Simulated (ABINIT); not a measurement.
Runs of ABINIT 10.8.3 (patched build) on TiSi. The structure is orthorhombic, space group Cmmm (No. 65). Conventional cell: a = 3.632 Å, b = 4.235 Å, c = 3.804 Å, α = 90.00°, β = 90.00°, γ = 90.00°. Around Ti (site symmetry mmm) lie 8 Si at 2.63 to 2.85 Å and 4 Ti at 2.79 Å. Around Si (site symmetry mmm) lie 8 Ti at 2.63 to 2.85 Å and 4 Si at 2.79 Å. The cell comes from a database or a generator and needn't be the stable form of this composition.

| task | level | potentials or basis | cell | k mesh | cutoff (eV) | cell freedom (optcell) | optimiser (ionmov) | cutoff smearing ecutsm (Ha) | force stop (Ha/bohr) | bands in the sums | gap on the mesh (eV) | pressure (GPa) | relaxed volume (Å³/atom) |
| --- | --- | --- | --- | --- | --- | --- | --- | --- | --- | --- | --- | --- | --- |
| single point | LDA | PseudoDojo NC SR LDA v0.4.1 standard | as given | 8 × 8 × 5 | 952 | - | - | - | - | - | none | - | - |
| single point | PBEsol | PseudoDojo NC SR PBEsol v0.4.1 standard | as given | 8 × 8 × 5 | 1034 | - | - | - | - | - | none | (a) | - |
| single point | LDA | PseudoDojo NC SR LDA v0.4.1 standard | cell relaxed | 8 × 8 × 5 | 1143 | - | - | - | - | - | none | 0.0 | - |
| relaxation of cell and atoms | PBEsol | PseudoDojo NC SR PBEsol v0.4.1 standard | relaxed | 8 × 8 × 5 | 1143 | 2 | 2 | 0.5 | 2e-05 | - | none | 0.0 | 14.17 |
| optical spectrum | PBEsol | PseudoDojo NC SR PBEsol v0.4.1 standard | as given | 12 × 12 × 8 | 1034 | - | - | - | - | 14 | none | -4.5 | - |
| relaxation of cell and atoms | LDA | PseudoDojo NC SR LDA v0.4.1 standard | relaxed | 8 × 8 × 5 | 1143 | 2 | 2 | 0.5 | 2e-05 | - | none | 0.0 | 13.79 |
| single point | PBEsol | PseudoDojo NC SR PBEsol v0.4.1 standard | cell relaxed | 8 × 8 × 5 | 1143 | - | - | - | - | - | none | 0.0 | - |

Alike in all rows: no spin polarisation; smearing fermi-dirac 0.05 eV.

Question: Estimate the missing entries.

Answer: (a) -4.3.

Caveats: the intraband (Drude) term is left out (some runs); spectra need much finer meshes, so this one isn't converged (some runs); independent-particle spectra lack excitons (some runs).

A gap of «none» marks a metal or a gap under the smearing width.
